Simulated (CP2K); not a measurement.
# Si (Fd-3m) in CP2K: further runs, part 2 of 3

CP2K 2026.2. Earlier steps stand in the parts before.

## 4. Single point, PBE

Contents of si_scf.inp:

```
&GLOBAL
  PROJECT si_scf
  RUN_TYPE ENERGY_FORCE
  PRINT_LEVEL LOW
&END GLOBAL
&FORCE_EVAL
  METHOD QS
  STRESS_TENSOR ANALYTICAL
  &DFT
    BASIS_SET_FILE_NAME BASIS_MOLOPT_UZH
    POTENTIAL_FILE_NAME POTENTIAL_UZH
    &MGRID
      CUTOFF 450
      REL_CUTOFF 60
      NGRIDS 4
    &END MGRID
    &QS
      METHOD GPW
      EPS_DEFAULT 1.0E-10
    &END QS
    &KPOINTS
      SCHEME MONKHORST-PACK 8 8 8
      GAMMA_CENTERED T
      SYMMETRY T
      SYMMETRY_BACKEND SPGLIB
    &END KPOINTS
    &SCF
      SCF_GUESS ATOMIC
      EPS_SCF 1.0E-6
      MAX_SCF 100
      ADDED_MOS 10
      CHOLESKY OFF
      EPS_EIGVAL 1.0E-7
      &DIAGONALIZATION ON
        ALGORITHM STANDARD
      &END DIAGONALIZATION
      &MIXING ON
        METHOD BROYDEN_MIXING
        ALPHA 0.4
        BETA 1.5
        NBUFFER 8
      &END MIXING
      &SMEAR ON
        METHOD GAUSSIAN
        SIGMA [eV] 0.027000000000000003
      &END SMEAR
    &END SCF
    &XC
      &XC_FUNCTIONAL PBE
      &END XC_FUNCTIONAL
    &END XC
    &PRINT
      &KPOINTS ON
      &END KPOINTS
      &MULLIKEN ON
      &END MULLIKEN
      &MO ON
        ENERGIES T
        OCCUPATION_NUMBERS T
        &EACH
          QS_SCF 0
        &END EACH
        ADD_LAST NUMERIC
      &END MO
      &LOWDIN ON
      &END LOWDIN
      &HIRSHFELD ON
        SHAPE_FUNCTION DENSITY
      &END HIRSHFELD
    &END PRINT
  &END DFT
  &SUBSYS
    &CELL
      A 3.8492788627 0.0000000000 0.0000000000
      B 1.9246394314 3.3335732814 0.0000000000
      C 1.9246394314 1.1111910938 3.1429230304
      PERIODIC XYZ
    &END CELL
    &COORD
      SCALED
      Si  0.5000000000 0.5000000000 0.5000000000
      Si  0.7500000000 0.7500000000 0.7500000000
    &END COORD
    &KIND Si
      BASIS_SET TZVP-MOLOPT-PBE-GTH-q4
      POTENTIAL GTH-PBE-q4
    &END KIND
    &PRINT
      &ATOMIC_COORDINATES ON
      &END ATOMIC_COORDINATES
      &CELL ON
      &END CELL
    &END PRINT
  &END SUBSYS
  &PRINT
    &FORCES ON
    &END FORCES
    &STRESS_TENSOR ON
    &END STRESS_TENSOR
  &END PRINT
&END FORCE_EVAL
```

On the command line:

```
OMP_NUM_THREADS=1 cp2k.psmp -i si_scf.inp -o si_scf.out
```

Wall time 31 s (1 thread of Intel Xeon Platinum 8488C (Sapphire Rapids), shared host); peak memory 0.33 GiB.

It converged, with:

```yaml
Free_energy: -214.1811 eV
Pressure: 1.2 GPa
Band_gap_on_the_k_mesh: 0.72 eV, indirect (least direct gap 2.56 eV)
```

Levels at points of the mesh, in eV from the valence-band top:
```
           k point  band 1  band 2  band 3  band 4  band 5  band 6  band 7  band 8
(0.00, 0.00, 0.00)  -11.92    0.00    0.00    0.00    2.56    2.56    2.56    3.26
(0.00, 0.00, 0.50)   -9.61   -6.96   -1.20   -1.20    1.54    3.63    3.63    9.13
(0.00, 0.50, 0.50)   -7.81   -7.81   -2.83   -2.83    0.92    0.92   10.08   10.08
```

Caveat: the basis of atomic orbitals isn't converged, which shifts pressures, moduli and gaps. A k mesh can miss the band edges.

## 5. Single point, PBE

si_scf.inp: that of step 4 with these lines changed.

```diff
@@ -14,3 +14,3 @@
       REL_CUTOFF 60
-      NGRIDS 4
+      NGRIDS 5
     &END MGRID
@@ -44,3 +44,3 @@
         METHOD GAUSSIAN
-        SIGMA [eV] 0.027000000000000003
+        SIGMA [eV] 0.028000000000000004
       &END SMEAR
@@ -64,7 +64,11 @@
       &END MO
-      &LOWDIN ON
-      &END LOWDIN
-      &HIRSHFELD ON
-        SHAPE_FUNCTION DENSITY
-      &END HIRSHFELD
+      &E_DENSITY_CUBE ON
+        STRIDE 1
+      &END E_DENSITY_CUBE
+      &V_HARTREE_CUBE ON
+        STRIDE 1
+      &END V_HARTREE_CUBE
+      &ELF_CUBE ON
+        STRIDE 1
+      &END ELF_CUBE
     &END PRINT
```

Potentials or basis: POTENTIAL_UZH Si GTH-PBE-q4; TZVP-MOLOPT-PBE-GTH basis.

On the command line:

```
OMP_NUM_THREADS=1 cp2k.psmp -i si_scf.inp -o si_scf.out
```

si_scf.out:

```text

 CP2K| version string:                                       CP2K version 2026.2
 CP2K| Input file name                                                si_scf.inp

 GLOBAL| Force Environment number                                              1
 GLOBAL| Basis set file name                                    BASIS_MOLOPT_UZH
 GLOBAL| Potential file name                                       POTENTIAL_UZH
 GLOBAL| MM Potential file name                                     MM_POTENTIAL
 GLOBAL| Coordinate file name                                      __STD_INPUT__
 GLOBAL| Method name                                                        CP2K
 GLOBAL| Project name                                                     si_scf
 GLOBAL| Run type                                                   ENERGY_FORCE
 GLOBAL| FFT library                                                       FFTW3
[... 6 lines left out ...]
 GLOBAL| Total number of message passing processes                             1
 GLOBAL| Number of threads for this process                                    1
 GLOBAL| CPU model name                          Intel(R) Xeon(R) Platinum 8488C

 CELL| Volume [angstrom^3]:                                            40.329527
 CELL| Vector a [angstrom]:       3.849     0.000     0.000   |a| =     3.849279
 CELL| Vector b [angstrom]:       1.925     3.334     0.000   |b| =     3.849279
 CELL| Vector c [angstrom]:       1.925     1.111     3.143   |c| =     3.849279
 CELL| Angle (b,c), alpha [degree]:                                    60.000000
 CELL| Angle (a,c), beta  [degree]:                                    60.000000
 CELL| Angle (a,b), gamma [degree]:                                    60.000000
 CELL| Numerically orthorhombic:                                              NO
 CELL| Periodicity                                                           XYZ

 CELL_REF| Volume [angstrom^3]:                                        40.329527
 CELL_REF| Vector a [angstrom     3.849     0.000     0.000   |a| =     3.849279
 CELL_REF| Vector b [angstrom     1.925     3.334     0.000   |b| =     3.849279
 CELL_REF| Vector c [angstrom     1.925     1.111     3.143   |c| =     3.849279
 CELL_REF| Angle (b,c), alpha [degree]:                                60.000000
 CELL_REF| Angle (a,c), beta  [degree]:                                60.000000
 CELL_REF| Angle (a,b), gamma [degree]:                                60.000000
 CELL_REF| Numerically orthorhombic:                                          NO
 CELL_REF| Periodicity                                                       XYZ
[... 9 lines left out ...]
 TOTAL NUMBERS AND MAXIMUM NUMBERS

  Total number of            - Atomic kinds:                                   1
                             - Atoms:                                          2
                             - Shell sets:                                     2
                             - Shells:                                        14
                             - Primitive Cartesian functions:                  8
                             - Cartesian basis functions:                     36
                             - Spherical basis functions:                     34

  Maximum angular momentum of- Orbital basis functions:                        2
                             - Local part of the GTH pseudopotential:          0
                             - Non-local part of the GTH pseudopotential:      2

 MODULE QUICKSTEP: ATOMIC COORDINATES IN ANGSTROM

   Atom Kind Element         X             Y             Z       Z(eff)     Mass
      1    1 Si   14      3.849279      2.222382      1.571462   4.0000  28.0855
      2    1 Si   14      5.773918      3.333573      2.357192   4.0000  28.0855

 SCF PARAMETERS         Density guess:                                    ATOMIC
[... 78 lines left out ...]
  ------------------------------------------------------------------------------
     1 NoMix/Diag. 0.40E+00    2.1     0.44730045        -7.9957052546 -8.00E+00
     2 Broy./Diag. 0.40E+00    2.2     0.00945119        -7.8290851551  1.67E-01
     3 Broy./Diag. 0.40E+00    2.3     0.03379990        -7.7587765096  7.03E-02
     4 Broy./Diag. 0.40E+00    2.3     0.00515750        -7.8299452298 -7.12E-02
     5 Broy./Diag. 0.40E+00    2.3     0.00399023        -7.8557846680 -2.58E-02
     6 Broy./Diag. 0.40E+00    2.4     0.00119050        -7.8682948076 -1.25E-02
     7 Broy./Diag. 0.40E+00    2.5     0.00009263        -7.8703309316 -2.04E-03
     8 Broy./Diag. 0.40E+00    2.4     0.00004829        -7.8708023307 -4.71E-04
     9 Broy./Diag. 0.40E+00    2.5     0.00001538        -7.8709547590 -1.52E-04
    10 Broy./Diag. 0.40E+00    2.3     0.00000481        -7.8710070787 -5.23E-05
    11 Broy./Diag. 0.40E+00    2.3     0.00000041        -7.8710123326 -5.25E-06

  *** SCF run converged in    11 steps ***

  Electronic density on regular grids:         -8.0000000000        0.0000000000
  Core density on regular grids:                7.9999999985       -0.0000000015
  Total charge density on r-space grids:       -0.0000000015
  Total charge density g-space grids:          -0.0000000015

  Overlap energy of the core charge distribution:               0.00000000001169
  Self energy of the core charge distribution:                -20.51679512182016
  Core Hamiltonian energy:                                      4.32774859495171
  Hartree energy:                                              10.72785621482004
  Exchange-correlation energy:                                 -2.40982202057231
  Smearing free energy correction:                             -0.00000000000000
  Fermi energy:                                                 0.19916954407463

  Total energy:                                                -7.87101233260903
  Total energy (extrapolated to sigma->0):                     -7.87101233260903

 MO| EIGENVALUES AND OCCUPATION NUMBERS FOR K POINT 1
 MO|
 MO|  Index      Eigenvalue [a.u.]        Eigenvalue [eV]             Occupation
 MO|      1              -0.184948              -5.032687               2.000000
 MO|      2              -0.026991              -0.734462               2.000000
 MO|      3               0.151447               4.121090               2.000000
 MO|      4               0.151447               4.121093               2.000000
 MO|      5               0.252760               6.877942               0.000000
 MO|      6               0.327134               8.901763               0.000000
 MO|      7               0.327134               8.901771               0.000000
 MO|      8               0.520742              14.170107               0.000000
 MO|      9               0.566016              15.402077               0.000000
 MO|     10               0.566016              15.402081               0.000000
 MO|     11               0.582705              15.856196               0.000000
 MO|     12               0.762673              20.753377               0.000000
 MO|     13               0.762673              20.753388               0.000000
[... 263 lines left out ...]
 MO|      4               0.121148               3.296617               2.000000
 MO|      5               0.303168               8.249633               0.000000
 MO|      6               0.329085               8.954854               0.000000
 MO|      7               0.393089              10.696487               0.000000
 MO|      8               0.420606              11.445277               0.000000
 MO|      9               0.567708              15.448124               0.000000
 MO|     10               0.578212              15.733955               0.000000
 MO|     11               0.705759              19.204666               0.000000
 MO|     12               0.730543              19.879086               0.000000
 MO|     13               0.796927              21.685493               0.000000
 MO|     14               0.848614              23.091958               0.000000
 MO| Sum:                                                               8.000000
 MO| E(Fermi):            0.199170 a.u.          5.419679 eV
 MO| Band gap:            0.182020 a.u.          4.953016 eV

 [... the levels of further k-points ...]

 The electron density is written in Cube    file format to the file:

 si_scf-ELECTRON_DENSITY-1_0.cube

 !-----------------------------------------------------------------------------!
                     Mulliken Population Analysis

 #  Atom  Element  Kind  Atomic population                           Net charge
       1     Si       1          4.000000                             -0.000000
       2     Si       1          4.000000                              0.000000
 # Total charge                              8.000000                 -0.000000

 !-----------------------------------------------------------------------------!

               ----- ELF is computed on the real space grid -----

 ELF is written in Cube    file format to the file:

 si_scf-ELF_S1-1_0.cube

 ENERGY| Total FORCE_EVAL ( QS ) energy [hartree]             -7.871012151446951

 FORCES| Atomic forces [hartree/bohr]
 FORCES|   Atom     x               y               z               |f|
 FORCES|      1 -8.36360895E-09 -9.12033186E-08  3.38236677E-08   9.76321452E-08
 FORCES|      2  8.34329733E-09  9.11915242E-08 -3.38319596E-08   9.76222628E-08
 FORCES| Sum    -2.03116237E-11 -1.17943883E-11 -8.29191915E-12
 FORCES| Total atomic force                                       2.49083434E-11

 STRESS| Analytical stress tensor [bar]
 STRESS|                        x                   y                   z
 STRESS|      x        1.15267418143E+04   1.05835327280E-02  -2.59150314070E-03
 STRESS|      y        1.05835327280E-02   1.15266825401E+04   6.65960893535E-01
 STRESS|      z       -2.59150314070E-03   6.65960893535E-01   1.15266573567E+04
 STRESS| 1/3 Trace                                             1.15266939037E+04
 STRESS| Determinant                                           1.53149040365E+12

 STRESS| Eigenvectors and eigenvalues of the analytical stress tensor [bar]
 STRESS|                        1                   2                   3
 STRESS| Eigenvalues   1.15260037522E+04   1.15267418751E+04   1.15273360837E+04
 STRESS|      x           0.012548950221      0.999874631345      0.009656367943
 STRESS|      y          -0.700374707556      0.001896751935      0.713772842961
 STRESS|      z           0.713665042484     -0.015720175749      0.700310704766
```

Run time: 36 s. Hardware: 1 thread of Intel Xeon Platinum 8488C (Sapphire Rapids), shared host; peak memory 0.32 GiB.

What came out:

```yaml
Free_energy: -214.1811 eV
Pressure: 1.2 GPa
Band_gap_on_the_k_mesh: 0.72 eV, indirect (least direct gap 2.56 eV)
```

Caveat: the basis of atomic orbitals isn't converged, which shifts pressures, moduli and gaps.

[end of part 2 of 3]
